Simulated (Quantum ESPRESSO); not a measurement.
# Ta (P6_3/mmc) in Quantum ESPRESSO: equation of state

How stiff is Ta in PBEsol, and what volume does it want? The cell is scaled to several volumes.

Everything below comes from runs of Quantum ESPRESSO 7.5. Logs are shortened: lines on timing, memory, paths and dates and some standing lists are left out, and cuts for length are marked.

### Step 1. The crystal as given

The structure is hexagonal, space group P6_3/mmc (No. 194). Conventional cell: a = 2.900 Å, b = 2.900 Å, c = 5.166 Å, α = 90.00°, β = 90.00°, γ = 120.00°. Ta (site symmetry -6m2) has 12 Ta at 2.90 to 3.08 Å as nearest neighbours.

This isn't the form of Ta at room conditions, which is bcc.

### Step 2. Single point, PBEsol, 17.69 Å³/atom

Contents of pw.in:

```
&CONTROL
  calculation = 'scf'
  prefix = 'pwscf'
  outdir = './tmp'
  pseudo_dir = './pseudo'
  tstress = .true.
  disk_io = 'nowf'
/
&SYSTEM
  ibrav = 0
  nat = 2
  ntyp = 1
  ecutwfc = 56
  ecutrho = 448
  nbnd = 20
  occupations = 'smearing'
  smearing = 'fd'
  degauss = 0.00367493
/
&ELECTRONS
  conv_thr = 4d-10
  electron_maxstep = 120
  mixing_beta = 0.5
/
ATOMIC_SPECIES
Ta   180.9479 ta_pbesol_v1.uspp.F.UPF
CELL_PARAMETERS angstrom
   2.8411641924    0.0000000000    0.0000000000
  -1.4205820962    2.4605203670    0.0000000000
   0.0000000000    0.0000000000    5.0608102442
ATOMIC_POSITIONS crystal
Ta     0.3333333333    0.6666666667    0.2500000000
Ta     0.6666666667    0.3333333333    0.7500000000
K_POINTS automatic
11 11 5 0 0 0
```

Potentials or basis: GBRV 1.5 PBEsol.

The run is started by

```console
$ OMP_NUM_THREADS=1 mpirun -n 2 pw.x -nk 2 -in pw.in > pw.out
```

pw.out:

```text
This program is part of the open-source Quantum ESPRESSO suite
     for quantum simulation of materials; please cite
         "P. Giannozzi et al., J. Phys.:Condens. Matter 21 395502 (2009);
         "P. Giannozzi et al., J. Phys.:Condens. Matter 29 465901 (2017);
         "P. Giannozzi et al., J. Chem. Phys. 152 154105 (2020);
     in publications or presentations arising from this work. More details at

     Message from routine setup:
     using ibrav=0 with symmetry is DISCOURAGED, use correct ibrav instead

     K-points division:     npool     =       2
     Subspace diagonalization in iterative solution of the eigenvalue problem:
     a serial algorithm will be used

     G-vector sticks info
     --------------------
     sticks:   dense  smooth     PW     G-vecs:    dense   smooth      PW
     Sum         889     439    139                38153    13515    2287

     Using Slab Decomposition

     bravais-lattice index     =            0
     lattice parameter (alat)  =       5.3690  a.u.
     unit-cell volume          =     238.7481 (a.u.)^3
     number of atoms/cell      =            2
     number of atomic types    =            1
     number of electrons       =        26.00
     number of Kohn-Sham states=           20
     kinetic-energy cutoff     =      56.0000  Ry
     charge density cutoff     =     448.0000  Ry
     scf convergence threshold =      4.0E-10
     mixing beta               =       0.5000
     number of iterations used =            8  plain     mixing
     Exchange-correlation= SLA  PW   PSX  PSC
                           (   1   4  10   8   0   0   0)

     celldm(1)=   5.369022  celldm(2)=   0.000000  celldm(3)=   0.000000
     celldm(4)=   0.000000  celldm(5)=   0.000000  celldm(6)=   0.000000

     crystal axes: (cart. coord. in units of alat)
               a(1) = (   1.000000   0.000000   0.000000 )
               a(2) = (  -0.500000   0.866025   0.000000 )
               a(3) = (   0.000000   0.000000   1.781245 )

     reciprocal axes: (cart. coord. in units 2 pi/alat)
               b(1) = (  1.000000  0.577350 -0.000000 )
               b(2) = (  0.000000  1.154701  0.000000 )
               b(3) = (  0.000000 -0.000000  0.561405 )

     PseudoPot. # 1 for Ta read from file:
     ta_pbesol_v1.uspp.F.UPF
     Pseudo is Ultrasoft + core correction, Zval = 13.0
     Generated by new atomic code, or converted to UPF format
     Using radial grid of  921 points,  7 beta functions with:
                l(1) =   0
                l(2) =   0
                l(3) =   1
                l(4) =   1
                l(5) =   2
                l(6) =   2
                l(7) =   3
     Q(r) pseudized with  6 coefficients,  rinner =    1.300   1.300   1.300
                                                       1.300   1.300   1.300
                                                       1.300

     atomic species   valence    mass     pseudopotential
     Ta               13.00   180.94790     Ta( 1.00)

     24 Sym. Ops., with inversion, found (12 have fractional translation)

   Cartesian axes

     site n.     atom                  positions (alat units)
         1        Ta     tau(   1) = (  -0.0000000   0.5773503   0.4453113  )
         2        Ta     tau(   2) = (   0.5000000   0.2886751   1.3359339  )

     number of k points=    48  Fermi-Dirac smearing, width (Ry)=  0.0037
                       cart. coord. in units 2pi/alat
        k(    1) = (   0.0000000   0.0000000   0.0000000), wk =   0.0033058
        k(    2) = (   0.0000000   0.0000000   0.1122810), wk =   0.0066116
        k(    3) = (   0.0000000   0.0000000   0.2245620), wk =   0.0066116
        k(    4) = (   0.0000000   0.1049728   0.0000000), wk =   0.0198347
        k(    5) = (   0.0000000   0.1049728   0.1122810), wk =   0.0396694
        k(    6) = (   0.0000000   0.1049728   0.2245620), wk =   0.0396694
[... 40 lines left out ...]
        k(   47) = (   0.2727273   0.5773503   0.1122810), wk =   0.0396694
        k(   48) = (   0.2727273   0.5773503   0.2245620), wk =   0.0396694

     Dense  grid:    38153 G-vectors     FFT dimensions: (  40,  40,  72)

     Smooth grid:    13515 G-vectors     FFT dimensions: (  25,  25,  48)

     Initial potential from superposition of free atoms

     starting charge      25.9980, renormalised to      26.0000

     negative rho (up, down):  1.850E-01 0.000E+00
     Starting wfcs are   26 randomized atomic wfcs

     Self-consistent Calculation

     iteration #  1     ecut=    56.00 Ry     beta= 0.50
     Davidson diagonalization with overlap
     ethr =  1.00E-02,  avg # of iterations =  2.1

     Threshold (ethr) on eigenvalues was too large:
     Diagonalizing with lowered threshold

     Davidson diagonalization with overlap
     ethr =  1.57E-04,  avg # of iterations =  2.6

     negative rho (up, down):  1.894E-01 0.000E+00

     total energy              =    -283.46268295 Ry
     estimated scf accuracy    <       0.04625304 Ry

     iteration #  2     ecut=    56.00 Ry     beta= 0.50
     Davidson diagonalization with overlap
     ethr =  1.78E-04,  avg # of iterations =  2.0

     negative rho (up, down):  1.931E-01 0.000E+00

     total energy              =    -283.46482356 Ry
     estimated scf accuracy    <       0.00437826 Ry

     iteration #  3     ecut=    56.00 Ry     beta= 0.50
     Davidson diagonalization with overlap
     ethr =  1.68E-05,  avg # of iterations =  2.1

     negative rho (up, down):  1.948E-01 0.000E+00

     total energy              =    -283.46530230 Ry
     estimated scf accuracy    <       0.00022208 Ry

     iteration #  4     ecut=    56.00 Ry     beta= 0.50
     Davidson diagonalization with overlap
     ethr =  8.54E-07,  avg # of iterations =  1.9

     negative rho (up, down):  1.948E-01 0.000E+00

     total energy              =    -283.46531527 Ry
     estimated scf accuracy    <       0.00000675 Ry

     iteration #  5     ecut=    56.00 Ry     beta= 0.50
     Davidson diagonalization with overlap
     ethr =  2.60E-08,  avg # of iterations =  2.1

     negative rho (up, down):  1.948E-01 0.000E+00

     total energy              =    -283.46531697 Ry
     estimated scf accuracy    <       0.00000033 Ry

     iteration #  6     ecut=    56.00 Ry     beta= 0.50
     Davidson diagonalization with overlap
     ethr =  1.26E-09,  avg # of iterations =  2.0

     negative rho (up, down):  1.948E-01 0.000E+00

     total energy              =    -283.46531701 Ry
     estimated scf accuracy    <       0.00000001 Ry

     iteration #  7     ecut=    56.00 Ry     beta= 0.50
     Davidson diagonalization with overlap
     ethr =  4.06E-11,  avg # of iterations =  1.2

     negative rho (up, down):  1.948E-01 0.000E+00

     total energy              =    -283.46531700 Ry
     estimated scf accuracy    <          2.6E-09 Ry

     iteration #  8     ecut=    56.00 Ry     beta= 0.50
     Davidson diagonalization with overlap
     ethr =  1.00E-11,  avg # of iterations =  2.0

     negative rho (up, down):  1.948E-01 0.000E+00

     End of self-consistent calculation

          k = 0.0000 0.0000 0.0000 (  1691 PWs)   bands (ev):

   -48.1809 -48.1025 -15.2280 -14.2190 -14.0948 -14.0948 -13.9949 -13.9949
    10.8487  14.1546  18.6235  19.3386  19.8596  19.8596  20.4744  20.4744
    22.4205  22.4205  24.7678  24.7678

          k = 0.0000 0.0000 0.1123 (  1697 PWs)   bands (ev):

   -48.1734 -48.1100 -15.1375 -14.3218 -14.0853 -14.0853 -14.0045 -14.0045
    11.2178  13.9963  18.4443  18.7749  19.8188  19.8188  20.3263  20.3263
    22.7760  22.7760  24.7130  24.7130

          k = 0.0000 0.0000 0.2246 (  1684 PWs)   bands (ev):

   -48.1539 -48.1297 -14.8951 -14.5839 -14.0604 -14.0604 -14.0296 -14.0296
    12.1910  13.3236  18.0902  18.1031  19.8376  19.8376  20.0354  20.0354
    23.5796  23.5796  24.3458  24.3458

          k = 0.0000 0.1050 0.0000 (  1689 PWs)   bands (ev):

   -48.1707 -48.0951 -15.1957 -14.2226 -14.1992 -14.1230 -14.1013 -14.0137
    11.1861  14.5175  18.6515  18.8984  19.6633  20.1511  20.1856  20.7933
    21.8806  22.1307  24.9114  25.4768

          k = 0.0000 0.1050 0.1123 (  1695 PWs)   bands (ev):

   -48.1636 -48.1024 -15.1101 -14.3315 -14.1873 -14.1126 -14.1006 -14.0242
    11.5471  14.3579  18.3828  18.5262  19.4780  20.1075  20.1251  20.6287
    22.3724  22.5396  24.7957  25.1139

          k = 0.0000 0.1050 0.2246 (  1705 PWs)   bands (ev):

   -48.1447 -48.1214 -14.8811 -14.5859 -14.1575 -14.1225 -14.0854 -14.0517
    12.5085  13.6577  17.8995  18.1114  19.4839  19.7947  20.1271  20.3256
    23.3919  23.4258  24.3004  24.4010

          k = 0.0000 0.2099 0.0000 (  1697 PWs)   bands (ev):

   -48.1432 -48.0757 -15.1047 -14.4752 -14.3763 -14.2362 -14.1961 -14.0655
    12.1075  15.4102  17.9329  18.3265  19.2123  20.1881  20.8882  21.1365
    21.5157  21.7185  25.1324  26.8826

          k = 0.0000 0.2099 0.1123 (  1706 PWs)   bands (ev):

   -48.1368 -48.0822 -15.0374 -14.4685 -14.4307 -14.2626 -14.1838 -14.0781
    12.4322  15.2513  17.5599  18.4345  18.9196  19.7703  20.9253  21.4387
    21.7510  22.2009  24.8967  25.8708

          k = 0.0000 0.2099 0.2246 (  1708 PWs)   bands (ev):

   -48.1200 -48.0991 -14.8588 -14.6341 -14.3936 -14.3238 -14.1513 -14.1110
    13.3194  14.4674  17.4788  18.0563  18.8441  19.3532  20.8973  21.1258
    23.0815  23.1722  24.1825  24.5243

          k = 0.0000 0.3149 0.0000 (  1697 PWs)   bands (ev):

   -48.1061 -48.0511 -14.9727 -14.8278 -14.7169 -14.2882 -14.2658 -14.1346
    13.3387  15.9273  16.9231  18.2997  18.7275  19.9504  20.8900  21.3779
    22.6242  23.1425  25.2436  27.8918

          k = 0.0000 0.3149 0.1123 (  1698 PWs)   bands (ev):

   -48.1008 -48.0563 -14.9800 -14.7850 -14.7168 -14.3033 -14.2738 -14.1495
    13.5536  15.8038  16.8111  18.2042  18.6314  19.8061  21.0651  21.8918
    22.6201  23.0957  24.9427  26.4546

          k = 0.0000 0.3149 0.2246 (  1696 PWs)   bands (ev):

   -48.0871 -48.0701 -14.9444 -14.8599 -14.5712 -14.4127 -14.2357 -14.1882
    14.1730  15.0689  17.0877  17.6836  18.9151  19.3985  21.5399  22.1624
    23.0566  23.5081  24.2395  24.6832
[... 171 lines left out ...]
   -48.0333 -48.0171 -15.2258 -15.1233 -14.6798 -14.5587 -14.5053 -14.3722
    15.4233  16.3363  16.8044  17.4865  18.7814  19.5105  20.5500  23.1591
    23.5799  25.2126  27.6649  28.3789

          k = 0.1818 0.5249 0.2246 (  1680 PWs)   bands (ev):

   -48.0283 -48.0221 -15.2315 -15.1928 -14.6520 -14.5920 -14.4252 -14.3637
    15.3695  15.8432  17.1640  17.7076  18.5803  19.4924  21.2010  21.8628
    24.2724  25.4000  27.5621  28.1233

          k = 0.2727 0.4724 0.0000 (  1686 PWs)   bands (ev):

   -48.0332 -48.0146 -15.1096 -15.0255 -14.7212 -14.6467 -14.6023 -14.4092
    16.0994  16.5147  17.2326  17.4453  18.5877  19.2173  20.0602  22.6502
    23.8268  24.3055  27.8667  28.1657

          k = 0.2727 0.4724 0.1123 (  1681 PWs)   bands (ev):

   -48.0314 -48.0164 -15.1157 -15.0695 -14.7423 -14.6615 -14.5378 -14.3826
    16.0772  16.3292  17.2196  17.6904  18.7355  18.8379  20.1222  22.8040
    23.0912  25.0719  28.0165  28.0180

          k = 0.2727 0.4724 0.2246 (  1678 PWs)   bands (ev):

   -48.0268 -48.0210 -15.1306 -15.1228 -14.7457 -14.7064 -14.4269 -14.3689
    16.0161  16.0599  17.4642  17.9580  18.3623  18.8697  20.4114  21.3306
    24.2177  25.5049  28.0681  28.1706

          k = 0.2727 0.5774 0.0000 (  1670 PWs)   bands (ev):

   -48.0221 -48.0141 -15.1013 -14.9717 -14.8456 -14.6998 -14.5686 -14.4677
    16.0807  16.9363  17.1656  17.7934  18.6975  18.7327  20.3742  23.3358
    23.6506  23.9784  27.1215  27.3669

          k = 0.2727 0.5774 0.1123 (  1681 PWs)   bands (ev):

   -48.0213 -48.0149 -15.1042 -15.0138 -14.8711 -14.7329 -14.5014 -14.4255
    16.1074  17.0478  17.2136  17.3103  18.6092  18.8755  20.4742  22.7307
    23.7404  24.5294  27.2890  27.5425

          k = 0.2727 0.5774 0.2246 (  1673 PWs)   bands (ev):

   -48.0193 -48.0168 -15.1100 -15.0819 -14.8597 -14.7988 -14.4082 -14.3809
    16.1859  16.5582  17.4030  17.4363  18.5326  18.7942  20.7254  21.4016
    24.5670  25.0152  28.2943  28.4118

     the Fermi energy is    19.2935 ev

!    total energy              =    -283.46531701 Ry
     estimated scf accuracy    <          1.7E-11 Ry
     smearing contrib. (-TS)   =      -0.00117320 Ry
     internal energy E=F+TS    =    -283.46414381 Ry

     The total energy is F=E-TS. E is the sum of the following terms:
     one-electron contribution =     -29.45494392 Ry
     hartree contribution      =      28.14136299 Ry
     xc contribution           =     -84.11459462 Ry
     ewald contribution        =    -198.03596825 Ry

     convergence has been achieved in   8 iterations

     Computing stress (Cartesian axis) and pressure

     negative rho (up, down):  1.948E-01 0.000E+00
          total   stress  (Ry/bohr**3)                   (kbar)     P=       47.20
   0.00030776   0.00000000   0.00000000           45.27        0.00        0.00
   0.00000000   0.00030776   0.00000000            0.00       45.27        0.00
   0.00000000   0.00000000   0.00034700            0.00        0.00       51.05

=------------------------------------------------------------------------------=
   JOB DONE.
=------------------------------------------------------------------------------=
```

Run time: 14 s. Hardware: 2 MPI ranks of Arm Neoverse V1, shared host; peak memory 0.36 GiB.

Results:

```yaml
Free_energy: -3856.7421 eV
Pressure: 4.7 GPa
Band_gap_on_the_k_mesh: none (metal or under the smearing width)
```

### Step 3. Single point, PBEsol, 18.07 Å³/atom

pw.in: that of step 2 with these lines changed.

```diff
@@ -27,5 +27,5 @@
 CELL_PARAMETERS angstrom
-   2.8411641924    0.0000000000    0.0000000000
-  -1.4205820962    2.4605203670    0.0000000000
-   0.0000000000    0.0000000000    5.0608102442
+   2.8611730502    0.0000000000    0.0000000000
+  -1.4305865251    2.4778485461    0.0000000000
+   0.0000000000    0.0000000000    5.0964509272
 ATOMIC_POSITIONS crystal
```

Potentials or basis: GBRV 1.5 PBEsol.

The run is started by

```console
$ OMP_NUM_THREADS=1 mpirun -n 2 pw.x -nk 2 -in pw.in > pw.out
```

Wall time 14 s (2 MPI ranks of Arm Neoverse V1, shared host); peak memory 0.38 GiB.

The run converged. Its results:

- Free energy: -3856.7537 eV
- Pressure: 0.2 GPa
- Band gap on the k mesh: none (metal or under the smearing width)

### Step 4. Single point, PBEsol, 18.44 Å³/atom

pw.in: that of step 3 with these lines changed.

```diff
@@ -27,5 +27,5 @@
 CELL_PARAMETERS angstrom
-   2.8611730502    0.0000000000    0.0000000000
-  -1.4305865251    2.4778485461    0.0000000000
-   0.0000000000    0.0000000000    5.0964509272
+   2.8809059017    0.0000000000    0.0000000000
+  -1.4404529508    2.4949376968    0.0000000000
+   0.0000000000    0.0000000000    5.1315999754
 ATOMIC_POSITIONS crystal
```

The run is started by

```console
$ OMP_NUM_THREADS=1 mpirun -n 2 pw.x -nk 2 -in pw.in > pw.out
```

Wall time 15 s (2 MPI ranks of Arm Neoverse V1, shared host); peak memory 0.38 GiB.

Results (log left out):

```yaml
Free_energy: -3856.7452 eV
Pressure: -3.8 GPa
Band_gap_on_the_k_mesh: none (metal or under the smearing width)
```

### Step 5. Single point, PBEsol, 18.82 Å³/atom

pw.in: that of step 4 with these lines changed.

```diff
@@ -27,5 +27,5 @@
 CELL_PARAMETERS angstrom
-   2.8809059017    0.0000000000    0.0000000000
-  -1.4404529508    2.4949376968    0.0000000000
-   0.0000000000    0.0000000000    5.1315999754
+   2.9003720726    0.0000000000    0.0000000000
+  -1.4501860363    2.5117958953    0.0000000000
+   0.0000000000    0.0000000000    5.1662740000
 ATOMIC_POSITIONS crystal
```

The run is started by

```console
$ OMP_NUM_THREADS=1 mpirun -n 2 pw.x -nk 2 -in pw.in > pw.out
```

It took 18 s on 2 MPI ranks of Arm Neoverse V1, shared host; peak memory 0.38 GiB.

It converged, with:

```yaml
Free_energy: -3856.7186 eV
Pressure: -7.5 GPa
Band_gap_on_the_k_mesh: none (metal or under the smearing width)
```

### Step 6. Single point, PBEsol, 19.19 Å³/atom

pw.in: that of step 5 with these lines changed.

```diff
@@ -27,5 +27,5 @@
 CELL_PARAMETERS angstrom
-   2.9003720726    0.0000000000    0.0000000000
-  -1.4501860363    2.5117958953    0.0000000000
-   0.0000000000    0.0000000000    5.1662740000
+   2.9195803945    0.0000000000    0.0000000000
+  -1.4597901972    2.5284307900    0.0000000000
+   0.0000000000    0.0000000000    5.2004887322
 ATOMIC_POSITIONS crystal
```

Potentials or basis: GBRV 1.5 PBEsol.

The run is started by

```console
$ OMP_NUM_THREADS=1 mpirun -n 2 pw.x -nk 2 -in pw.in > pw.out
```

It took 18 s on 2 MPI ranks of Arm Neoverse V1, shared host; peak memory 0.38 GiB.

It converged, with:

```yaml
Free_energy: -3856.6756 eV
Pressure: -10.8 GPa
Band_gap_on_the_k_mesh: none (metal or under the smearing width)
```

### Step 7. Single point, PBEsol, 19.57 Å³/atom

pw.in: that of step 6 with these lines changed.

```diff
@@ -27,5 +27,5 @@
 CELL_PARAMETERS angstrom
-   2.9195803945    0.0000000000    0.0000000000
-  -1.4597901972    2.5284307900    0.0000000000
-   0.0000000000    0.0000000000    5.2004887322
+   2.9385392399    0.0000000000    0.0000000000
+  -1.4692696200    2.5448496318    0.0000000000
+   0.0000000000    0.0000000000    5.2342590858
 ATOMIC_POSITIONS crystal
```

The run is started by

```console
$ OMP_NUM_THREADS=1 mpirun -n 2 pw.x -nk 2 -in pw.in > pw.out
```

It took 18 s on 2 MPI ranks of Arm Neoverse V1, shared host; peak memory 0.4 GiB.

Results (log left out):

- Free energy: -3856.6179 eV
- Pressure: -13.8 GPa
- Band gap on the k mesh: none (metal or under the smearing width)

### Step 8. Single point, PBEsol, 19.95 Å³/atom

pw.in: that of step 7 with these lines changed.

```diff
@@ -27,5 +27,5 @@
 CELL_PARAMETERS angstrom
-   2.9385392399    0.0000000000    0.0000000000
-  -1.4692696200    2.5448496318    0.0000000000
-   0.0000000000    0.0000000000    5.2342590858
+   2.9572565550    0.0000000000    0.0000000000
+  -1.4786282775    2.5610593022    0.0000000000
+   0.0000000000    0.0000000000    5.2675992145
 ATOMIC_POSITIONS crystal
```

The run is started by

```console
$ OMP_NUM_THREADS=1 mpirun -n 2 pw.x -nk 2 -in pw.in > pw.out
```

It took 19 s on 2 MPI ranks of Arm Neoverse V1, shared host; peak memory 0.4 GiB.

The run converged. Its results:

| Property | Result |
| --- | --- |
| Free energy | -3856.5469 eV |
| Pressure | -16.5 GPa |
| Band gap on the k mesh | none (metal or under the smearing width) |

### Step 9. Equation of state, PBEsol

Potentials or basis: GBRV 1.5 PBEsol.

No new run: the results of the series are fitted here.

Results:

```
Equilibrium volume                        : 18.09 Å³/atom
Bulk modulus at fixed shape and positions : 204 GPa
Pressure derivative of the bulk modulus   : 3.9
```

Energy against volume, from the lowest point:
| volume (Å³/atom) | energy (meV/atom) |
| --- | --- |
| 17.689 | 5.78 |
| 18.066 | 0.00 |
| 18.442 | 4.24 |
| 18.819 | 17.54 |
| 19.195 | 39.02 |
| 19.571 | 67.89 |
| 19.948 | 103.41 |

Caveat: the cell was scaled at fixed shape and fractional positions, which overstates the stiffness of a crystal with free parameters, most of all of layers and chains.
